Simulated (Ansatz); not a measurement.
**Graphene bilayer (AB) in a perpendicular field**

What dipole does a perpendicular field induce in the graphene bilayer (AB)? A positive field points along +c.

Calculated with Ansatz 0.2.0; plane-wave DFT, PBEsol-D3(BJ), Ansatz PAW, in the first sound run; inputs show where later runs differ.

### Step 1. Set-up

The cell holds 4 atoms: 4 C. Its edges and angles: a = 2.467 Å, b = 2.467 Å, c = 21.350 Å, α = 90.0°, β = 90.0°, γ = 120.0°. Regions: layer 1: graphene, 2 atoms (2 C); layer 2: graphene, 2 atoms (2 C). Vacuum lies along c.

### Step 2. Relaxing the slab

The starting cell is a guess, so the in-plane lattice and the atoms are relaxed first, with the slab cut off from its images along the normal. The program lengthens the vector along the normal by itself, so c and the volume that it reports differ from the typed ones.

File input.yaml:

```yaml
crystal:
  lattice:
    - [2.467, 0.0, 0.0]
    - [-1.2335, 2.1364846711, 0.0]
    - [0.0, 0.0, 21.35]
  atoms:
    - { symbol: C, position: [0.6666666667, 0.3333333333, 0.4215456674] }
    - { symbol: C, position: [0.3333333333, 0.6666666667, 0.4215456674] }
    - { symbol: C, position: [0.0, 0.0, 0.5784543326] }
    - { symbol: C, position: [0.6666666667, 0.3333333333, 0.5784543326] }
  periodic: [true, true, false]
kpoints:
  mp_grid: { grid: [18, 18, 1] }
hamiltonian:
  xc: pbesol
  dispersion: d3bj
scf:
  occupations: { method: fermi_dirac, width: 0.05 }
  convergence: { dr2_threshold: 1.0e-09 }
relax:
  f_tol: 0.004
  max_steps: 90
  cell: {}
output:
  write_potential: true
  write_density: true
  volumetric_format: npy
```

The run is started by

```bash
$ ansatz run input.yaml --threads 2 --pin off --max-ram 3072MiB --backend cpu --events-out ev --progress --plain --runs-dir out
```

Numbers of over 12 decimals in the logs are rounded to 6 here.

What it wrote:

```text
Warning: crystal.periodic: the lattice vector that does not repeat stood 0.000° off the slab's normal, 21.350 Å along it as the deck builds it. The run solves the slab on a vector along the normal, 30.500 Å long, with every atom where it was (on the deck's vector they left 18.00 Å outside them, and the widest stretch free of ions among them is 3.35 Å). A fractional position that the run reports is one of the run's ce [...]
Warning: relax.cell: scf.convergence.dr2_threshold = 1e-9 eV is looser than the 2.24438552865e-10 eV advised for a relaxation that steers and ends on the stress (1e-10 eV for each atom of the cell: 4, times the square of relax.cell.stress_2d_tol = 0.05 N/m over 13.4 Å (the atoms' height at the walk's start and 5 Å past either face), 3.745e-2 GPa, over a crystal's default 0.05). What an SCF threshold leaves in a stress goes as its square root, and in the free energy as the threshold itself, and one threshold admits the most on a small cell: [figures from the program's tests cut] Set scf.convergence.dr2_threshold to 2.24438552865e-10 eV or tighter. [rest of the remark cut]
crystal.periodic: the lattice vector that does not repeat stood 0.000° off the slab's normal, 21.350 Å along it as the deck builds it. The run solves the slab on a vector along the normal, 30.500 Å long, with every atom where it was (on the deck's vector they left 18.00 Å outside them, and the widest stretch free of ions among them is 3.35 Å). A fractional position that the run reports is one of the run's cell, which [...]
Engine: ansatz 0.2.0, aarch64-unknown-linux-gnu
Pseudopotentials: kind: paw
Pseudopotential: C, paw, valence charge 4, recommended cutoff 420 eV (normal), C.paw.azcp
Functional definition: PBEsol
  exchange = pbesol_x
  correlation = pbesol_c
Crystal: 4 atoms, lattice volume = 160.757 Å³
Basis set: ecut = 420 eV, 3035 PW (Γ), exchange–correlation on 36×36×432 points (8 copies of the dense FFT grid, shifted against one another)
Bands: 12, of which v1, the nominal top of the filled ones, is band 8 counted from 1 (7 counted from 0)
Symmetry: 12 space group operations
Space group: P-3m1 (ITA 164), of the structure as read, at distance tolerance 5.4e-5 Å
k-points: 37 of 324
Non-local potential: C, projectors of the file, l = 0: 2, l = 1: 2, l = 2: 1
PAW form: soft (Blöchl's): semilocal exchange-correlation on the pseudo side does not see the compensation charge
PAW frozen core: C, regenerated for the run's functional, and the local potential with it (the file was generated under x = pbe(κ = 0.804, μ = 0.219515), c = pbe(β = 0.066725))
PAW one-centre angular grid: C, 110 points (default); XC on 64 Gauss nodes
Initial density: superposition of atomic densities (neutral atoms: chi_scale 0, normalization atom), corrected by the library's trained network
Initial wavefunctions: pseudopotential atomic-orbital guess
Functional: x = pbesol(κ = 0.804, μ = 0.123457), c = pbesol(β = 0.046)
SCF iter   1: F=—  HF=-987.050268 eV  |F-HF|=—  |Δ(HF+E_count)|=         —  Δρ=1.84e-3  dr2=5.57e-3  ethr=1.77e-3  ⟨swp⟩=9.9  Hψ=4133  notcnv=0
preconditioner: auto → LDOS  [metal: Δε(μ)=0.368 eV  Ē_g=14.867 eV  σ=0.050 eV  W_gap=0.50  n_scr=18 (ndim 8)  ℏωp=11.7 eV  f_vac=0.757  D(μ)=0.12/eV (n_scr^D=2)  β→1.0]
SCF iter   2: F=—  HF=-987.054585 eV  |F-HF|=—  |Δ(HF+E_count)|=   4.32e-3  Δρ=1.08e-3  dr2=7.71e-3  ethr=3.48e-5  ⟨swp⟩=4.2  Hψ=1600  notcnv=0
SCF iter   3: F=—  HF=-987.052625 eV  |F-HF|=—  |Δ(HF+E_count)|=   1.96e-3  Δρ=3.79e-4  dr2=7.45e-4  ethr=3.48e-5  ⟨swp⟩=3.0  Hψ=960  notcnv=0
SCF iter   4: F=—  HF=-987.052419 eV  |F-HF|=—  |Δ(HF+E_count)|=   2.07e-4  Δρ=5.48e-5  dr2=1.35e-5  ethr=4.66e-6  ⟨swp⟩=3.0  Hψ=843  notcnv=0
SCF iter   5: F=—  HF=-987.052419 eV  |F-HF|=—  |Δ(HF+E_count)|=   8.16e-7  Δρ=8.80e-6  dr2=1.48e-7  ethr=8.47e-8  ⟨swp⟩=2.8  Hψ=893  notcnv=0
SCF iter   6: F=—  HF=-987.052434 eV  |F-HF|=—  |Δ(HF+E_count)|=   1.51e-5  Δρ=6.23e-6  dr2=6.21e-8  ethr=9.27e-10  ⟨swp⟩=3.2  Hψ=973  notcnv=0
SCF iter   7: F=—  HF=-987.052434 eV  |F-HF|=—  |Δ(HF+E_count)|=   2.46e-8  Δρ=1.01e-6  dr2=1.47e-9  ethr=3.88e-10  ⟨swp⟩=2.4  Hψ=753  notcnv=0
SCF iter   8: F=-987.052434 eV  HF=-987.052434 eV  |F-HF|=3.25e-11  |Δ(HF+E_count)|=   1.45e-8  Δρ=3.11e-7  dr2=2.37e-10  ethr=6.25e-12  ⟨swp⟩=10.7  Hψ=3103  notcnv=0
SCF 1 converged in 8 iterations: F = -987.052434 eV  dr2 = 2.37e-10
  greatest PAW one-centre occupation: 0.670 electrons in one spin orbital (limit 2), on the C atom at site 3 (counted from 0), in its partial waves of l = 0
relax step   1: F+E_penalty+E_count = -987.05243445 eV  Δ(F+E_penalty+E_count) = +0.000e0 eV  max|allowed force component| = 1.184e-2 eV/Å  Δτ_max = 0.0000 Å  P = -3.009 N/m  Ω = 160.757 Å³  fix = [c, alpha, beta]  reactions: c -0.000 N/m  (8 SCF iters, accepted)
Crystal: 4 atoms, lattice volume = 160.000 Å³
Basis set: ecut = 420 eV, 3023 PW (Γ), exchange–correlation on 36×36×432 points (8 copies of the dense FFT grid, shifted against one another)
Initial density: handed on by an earlier stage of this run
Initial wavefunctions: those handed on with the density
iter 1 solved again at ethr=1.86e-4 eV; its pass at ethr=3.10e-3 eV (dr2=2.97e-2 eV) is discarded
SCF iter   1: F=—  HF=-987.065089 eV  |F-HF|=—  |Δ(HF+E_count)|=         —  Δρ=4.74e-3  dr2=2.95e-2  ethr=1.86e-4  ⟨swp⟩=2.0  Hψ=4107  notcnv=0
preconditioner: auto → LDOS  [metal: Δε(μ)=0.000 eV  Ē_g=14.943 eV  σ=0.050 eV  W_gap=0.00  n_scr=18 (ndim 8)  ℏωp=11.7 eV  f_vac=0.762  D(μ)=0.12/eV (n_scr^D=2)  β→1.0]
SCF iter   2: F=—  HF=-987.072170 eV  |F-HF|=—  |Δ(HF+E_count)|=   7.08e-3  Δρ=2.98e-3  dr2=5.61e-2  ethr=1.84e-4  ⟨swp⟩=4.4  Hψ=1318  notcnv=0
SCF iter   3: F=—  HF=-987.055901 eV  |F-HF|=—  |Δ(HF+E_count)|=   1.63e-2  Δρ=3.10e-4  dr2=1.28e-4  ethr=1.84e-4  ⟨swp⟩=3.7  Hψ=1074  notcnv=0
SCF iter   4: F=—  HF=-987.055907 eV  |F-HF|=—  |Δ(HF+E_count)|=   6.30e-6  Δρ=6.91e-5  dr2=3.20e-6  ethr=8.00e-7  ⟨swp⟩=3.5  Hψ=1069  notcnv=0
SCF iter   5: F=—  HF=-987.055915 eV  |F-HF|=—  |Δ(HF+E_count)|=   7.75e-6  Δρ=8.95e-6  dr2=7.66e-8  ethr=2.00e-8  ⟨swp⟩=3.1  Hψ=892  notcnv=0
SCF iter   6: F=—  HF=-987.055933 eV  |F-HF|=—  |Δ(HF+E_count)|=   1.76e-5  Δρ=2.21e-6  dr2=9.06e-9  ethr=4.78e-10  ⟨swp⟩=3.0  Hψ=885  notcnv=0
SCF iter   7: F=—  HF=-987.055933 eV  |F-HF|=—  |Δ(HF+E_count)|=   4.55e-9  Δρ=1.12e-6  dr2=1.86e-9  ethr=5.66e-11  ⟨swp⟩=2.6  Hψ=849  notcnv=0
SCF iter   8: F=-987.055933 eV  HF=-987.055933 eV  |F-HF|=2.21e-10  |Δ(HF+E_count)|=  7.70e-11  Δρ=1.27e-7  dr2=1.74e-11  ethr=6.25e-12  ⟨swp⟩=9.8  Hψ=2842  notcnv=0
SCF 2 converged in 8 iterations: F = -987.055933 eV  dr2 = 1.74e-11
[...]
Crystal: 4 atoms, lattice volume = 159.468 Å³
iter 1 solved again at ethr=3.96e-4 eV; its pass at ethr=3.10e-3 eV (dr2=6.34e-2 eV) is discarded
SCF iter   1: F=—  HF=-987.076030 eV  |F-HF|=—  |Δ(HF+E_count)|=         —  Δρ=6.94e-3  dr2=6.28e-2  ethr=3.96e-4  ⟨swp⟩=2.0  Hψ=4020  notcnv=0
preconditioner: auto → LDOS  [metal: Δε(μ)=0.335 eV  Ē_g=14.934 eV  σ=0.050 eV  W_gap=0.50  n_scr=18 (ndim 8)  ℏωp=11.8 eV  f_vac=0.758  D(μ)=0.12/eV (n_scr^D=2)  β→1.0]
SCF iter   2: F=—  HF=-987.090650 eV  |F-HF|=—  |Δ(HF+E_count)|=   1.46e-2  Δρ=4.35e-3  dr2=1.18e-1  ethr=3.92e-4  ⟨swp⟩=4.8  Hψ=1380  notcnv=0  defer=1
SCF iter   3: F=—  HF=-987.056455 eV  |F-HF|=—  |Δ(HF+E_count)|=   3.42e-2  Δρ=4.62e-4  dr2=2.60e-4  ethr=3.92e-4  ⟨swp⟩=3.9  Hψ=999  notcnv=0  defer=1
SCF iter   4: F=—  HF=-987.056465 eV  |F-HF|=—  |Δ(HF+E_count)|=   1.07e-5  Δρ=1.09e-4  dr2=1.06e-5  ethr=1.63e-6  ⟨swp⟩=3.4  Hψ=1119  notcnv=0
SCF iter   5: F=—  HF=-987.056470 eV  |F-HF|=—  |Δ(HF+E_count)|=   4.74e-6  Δρ=3.66e-5  dr2=1.65e-6  ethr=6.60e-8  ⟨swp⟩=3.2  Hψ=923  notcnv=0
SCF iter   6: F=—  HF=-987.056489 eV  |F-HF|=—  |Δ(HF+E_count)|=   1.90e-5  Δρ=1.45e-5  dr2=2.94e-7  ethr=1.03e-8  ⟨swp⟩=2.3  Hψ=761  notcnv=0
SCF iter   7: F=—  HF=-987.056489 eV  |F-HF|=—  |Δ(HF+E_count)|=  4.72e-10  Δρ=3.74e-6  dr2=2.16e-8  ethr=1.84e-9  ⟨swp⟩=2.7  Hψ=798  notcnv=0
SCF iter   8: F=-987.056489 eV  HF=-987.056489 eV  |F-HF|=2.55e-10  |Δ(HF+E_count)|=   1.99e-8  Δρ=6.65e-7  dr2=5.77e-10  ethr=6.25e-12  ⟨swp⟩=8.9  Hψ=3517  notcnv=0
SCF 3 converged in 8 iterations: F = -987.056489 eV  dr2 = 5.77e-10
  greatest PAW one-centre occupation: 0.673 electrons in one spin orbital (limit 2), on the C atom at site 3 (counted from 0), in its partial waves of l = 0
relax step   3: F+E_penalty+E_count = -987.05648896 eV  Δ(F+E_penalty+E_count) = -5.563e-4 eV  max|allowed force component| = 1.301e-2 eV/Å  Δτ_max = 0.0387 Å  P = +0.496 N/m  Ω = 159.468 Å³  energy of the carried Pulay correction = +9.278e-4 eV  fix = [c, alpha, beta]  reactions: c +0.000 N/m  (8 SCF iters, accepted)
[...]
relax step   4: F+E_penalty+E_count = -987.05672725 eV  Δ(F+E_penalty+E_count) = -2.383e-4 eV  max|allowed force component| = 5.710e-3 eV/Å  Δτ_max = 0.0183 Å  P = -0.008 N/m  Ω = 159.647 Å³  energy of the carried Pulay correction = +7.982e-4 eV  fix = [c, alpha, beta]  reactions: c -0.000 N/m  (7 SCF iters, accepted)
[...]
relax step   5: F+E_penalty+E_count = -987.05674066 eV  Δ(F+E_penalty+E_count) = -1.341e-5 eV  max|allowed force component| = 2.155e-3 eV/Å  Δτ_max = 0.0042 Å  P = +0.001 N/m  Ω = 159.643 Å³  energy of the carried Pulay correction = +8.012e-4 eV  fix = [c, alpha, beta]  reactions: c +0.000 N/m  (7 SCF iters, accepted)
Initial wavefunctions: pseudopotential atomic-orbital guess (no wavefunctions were taken with the density)
iter 1 solved again at ethr=4.00e-7 eV; its pass at ethr=3.10e-3 eV (dr2=6.41e-5 eV) is discarded
SCF iter   1: F=—  HF=-987.056023 eV  |F-HF|=—  |Δ(HF+E_count)|=         —  Δρ=1.76e-5  dr2=6.41e-8  ethr=4.00e-7  ⟨swp⟩=5.2  Hψ=6226  notcnv=0
eigensolver tolerance schedule: the retry pair's looser diagonalisation over-reported the residual by 997.83 of it (diagonalisation noise at 0.15 of the residual, at the tolerance the schedule requests for it); recorded, not acted on — ethr = c·dr2/N_el stays at c = 1.0e-1
preconditioner: auto → LDOS  [metal: Δε(μ)=0.370 eV  Ē_g=14.918 eV  σ=0.050 eV  W_gap=0.50  n_scr=18 (ndim 8)  ℏωp=11.8 eV  f_vac=0.761  D(μ)=0.12/eV (n_scr^D=2)  β→1.0]
SCF iter   2: F=—  HF=-987.056041 eV  |F-HF|=—  |Δ(HF+E_count)|=   1.84e-5  Δρ=1.05e-6  dr2=1.42e-9  ethr=4.01e-10  ⟨swp⟩=3.8  Hψ=1089  notcnv=0
SCF iter   3: F=—  HF=-987.056041 eV  |F-HF|=—  |Δ(HF+E_count)|=  3.20e-10  Δρ=4.71e-7  dr2=1.09e-9  ethr=6.25e-12  ⟨swp⟩=16.4  Hψ=4061  notcnv=0
SCF iter   4: F=-987.056041 eV  HF=-987.056041 eV  |F-HF|=5.79e-11  |Δ(HF+E_count)|=  1.46e-10  Δρ=1.47e-7  dr2=3.52e-11  ethr=6.25e-12  ⟨swp⟩=10.2  Hψ=2979  notcnv=0
SCF 6 converged in 4 iterations: F = -987.056041 eV  dr2 = 3.52e-11
relax step   6: F+E_penalty+E_count = -987.05604138 eV  Δ(F+E_penalty+E_count) = +6.993e-4 eV  max|allowed force component| = 2.139e-3 eV/Å  Δτ_max = 0.0000 Å  P = -0.026 N/m  Ω = 159.643 Å³  fix = [c, alpha, beta]  reactions: c -0.000 N/m  stress off target by 2.58e-2 N/m on what of the cell is left free  SCF on the basis re-selected at this cell (its energy is not comparable with the rows above)  (4 SCF iters)
basis re-selected at this cell: Δ(F+E_penalty+E_count) = +6.993e-4 eV, ΔP = -0.027 N/m vs the last step (what re-selecting the basis moved, of the pressure what is left beyond the Pulay correction that the steps carried, after the strain that the cell walked since its last selection, with what the two solves' SCF thresholds leave and, on support functions, any second-order correction that the steps lacked; it is no m [...]
WARN: The output density's exchange-correlation potential varies sharply where the density is thin. Do not read a vacuum level from v_tot or v_xc, or from such a field of the output density. On a cell that repeats whose density bears no net charge and no dipole along the vacuum's axis use v_es (v_loc + v_h of the components); under efield.dipole_correction with no amplitude use v_es + v_field, which holds any externa [...]
SCF converged after 4 iterations
Free energy (F): -987.056041 eV
Harris-Foulkes:  -987.056041 eV  (|F-HF|=5.79e-11)
Internal energy: -987.055178 eV  (E = F + TS)
E sigma→0 (E₀):  -987.055610 eV
Entropy (-TS):   -0.000864 eV (-0.216 meV/atom)
Fermi energy:    -4.339473 eV
--- Per-component energies (eV) ---
  E_band       = -215.732166
  E_kinetic    = 363.413970
  E_local      = -25566.181741  (includes V_loc(G=0)·N_el)
  E_nonlocal   = 109.692414
  E_hartree    = 12570.889000
  E_xc         = -190.389916
  E_vxc        = -236.616276  (∫ρ·V_xc dr)
  E_paw        = -381.933437  (= ΣΔE_a)
  E_vpaw       = -27.818746  (= ΣTr[D̂ρ^β])
  E_aug_tail   = 0.000033  (compensation charges beyond the density's cutoff)
  E_ewald      = 12107.676557
  E_disp       = -0.306459  (pairwise vdW)
  E_core_change = 0.084402  (= ΣΔE_core)
  E_smearing   = -0.000864  (= −TS)
  E_closure    = 0.000000  (closes the sum)
  Σ components = -987.056041   (vs F -987.056041, Δ=0.00e0)
--- Forces (eV/Å), atoms counted from 1 ---
  atom   1  C      0.00000000     0.00000000     0.00199586
  atom   2  C      0.00000000    -0.00000000    -0.00213923
  atom   3  C      0.00000000     0.00000000     0.00213923
  atom   4  C      0.00000000    -0.00000000    -0.00199586
  max |Σ_I F_I| component: 7.40e-17 eV/Å
--- 2D stress c σ (N/m, compression-positive) ---
       -0.025792       0.000000      -0.000000
        0.000000      -0.025792      -0.000000
       -0.000000      -0.000000      -0.000000
  P = ½ c Tr σ = -0.0258 N/m
--- Band table (eV; the first three rows and the last of 37) ---
  k-point 0: bands = [... 4 lower, -7.3256, -7.3256, -7.3159, -7.3159, -0.8241, -0.4226, 0.4435, 0.6073]
  k-point 1: bands = [... 4 lower, -7.6262, -7.6124, -7.4863, -7.4737, -0.7259, -0.3226, 0.5445, 0.7088]
  k-point 2: bands = [... 4 lower, -8.4521, -8.4290, -7.9120, -7.8944, -0.4312, -0.0225, 0.8475, 1.0131]
  k-point 36: bands = [... 4 lower, -14.9934, -14.9934, -4.6876, -4.3395, -4.3395, -3.9690, 6.0922, 6.0922]
  the weakly bound empty levels are not read free of the cell's end (no_gap_told)
--- Relaxed structure (5 steps of the walk, 5 accepted, 1 SCFs on fresh bases) ---
  F+E_penalty+E_count = -987.05604138 eV   max|allowed force component| = 2.139e-3 eV/Å   (the final SCF, on the basis selected at the relaxed cell)
  cell:  # Å, volume = 159.6431 Å³
    - [2.458441, 0, 0]
    - [-1.229220, 2.129072, 0]
    - [0, 0, 30.500000]
  atoms:
    - { symbol: C, position: [0.666667, 0.333333, 0.295413] }
    - { symbol: C, position: [0.333333, 0.666667, 0.295399] }
    - { symbol: C, position: [0, -5.567844100546835e-17, 0.404601] }
    - { symbol: C, position: [0.666667, 0.333333, 0.404587] }
```

Run time: 30 s. Hardware: 2 threads of Arm Neoverse N1, shared host; peak memory 0.42 GiB; 55 s of CPU time.

The steps of the relaxation:

```csv
step,energy less that of the first step (eV),largest force component (eV/Å),volume (Å³)
1,0.0000,0.0118,160.76
2,-0.0035,0.0075,160.00
3,-0.0041,0.0130,159.47
4,-0.0043,0.0057,159.65
5,-0.0043,0.0022,159.64
6*,-0.0036,0.0021,159.64
```

Relaxation steps marked * repeat the geometry before them on a plane-wave basis chosen anew for their cell, so energy and pressure can jump there.

Forces are held to the 12 operations that the run works with; a distortion that breaks them can't arise in this run.

```csv
cell as run,before,after,change
a (Å),2.467,2.458,-0.3 %
b (Å),2.467,2.458,-0.3 %
```

The atoms that moved most (Å, along periodic axes as changes of fractional coordinates times the final cell, across vacuum about the mean position):

```csv
atom,dx,dy,dz,length
C4,0.000,0.000,-0.010,0.010
C1,0.000,0.000,0.010,0.010
C2,0.000,0.000,0.010,0.010
C3,0.000,0.000,-0.010,0.010
```

This step gave:

- energy at zero smearing: -987.0556 eV

The lattice constant a goes from 2.467 to 2.458 Å.

[end of part 1 of 4]

[Logs are printed without paths, hosts, clocks, repeated set-up lines and the standing remarks that a program may print on its own settings, such as how far it seeks lower states.]

[Hosts, paths, dates, database ids (printed as entryN), source tags and the programs' standing remarks are cut or masked in the printed files.]

[Maps of the electrostatic potential energy from Ansatz leave out the sawtooth potential of an applied field or a dipole correction, so their vacuum need not be flat; planar profiles and work functions include it.]
